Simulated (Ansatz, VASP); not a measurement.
# Two plane-wave programs on NaF (Villiaumite)

```
CELL_PARAMETERS angstrom
0.00000 2.28864 2.28864
2.28864 0.00000 2.28864
2.28864 2.28864 0.00000
ATOMIC_POSITIONS crystal
Na 0.00000 0.00000 0.00000
F 0.50000 0.50000 0.50000
```

Alike in both runs: task single point; functional r2SCAN; k mesh 10 × 10 × 10; occupations fermi-dirac, width 0.05 eV; no spin polarisation.

```csv
,VASP,Ansatz
version,VASP 6.6.1,Ansatz 0.2.0
potentials or method,"VASP PAW PBE potentials, release 64 (Na_pv, F)",Ansatz PAW
plane-wave cutoff (eV),520,500
valence electrons in the cell,14,16
```

Ansatz gave:

* gap on the k mesh at the Fermi level (eV): 7.35
* least direct gap on the mesh (eV): 7.35
* pressure (GPa): 0.6

Problem. Which values does VASP return?

Solution. gap on the k mesh at the Fermi level (eV): 7.39; least direct gap on the mesh (eV): 7.39; pressure (GPa): -0.3.

The two sets of potentials don't hold the same shells in valence.

Caveats: the PAW data sets were made with another functional, which shifts forces and pressure a little (VASP); the PAW data sets come from PBE, with cores solved anew for the run's functional, which leaves a small shift of forces and pressure (Ansatz). r2SCAN opens gaps a little over a GGA but as a rule still falls short of measured ones. A k mesh can miss the band edges.
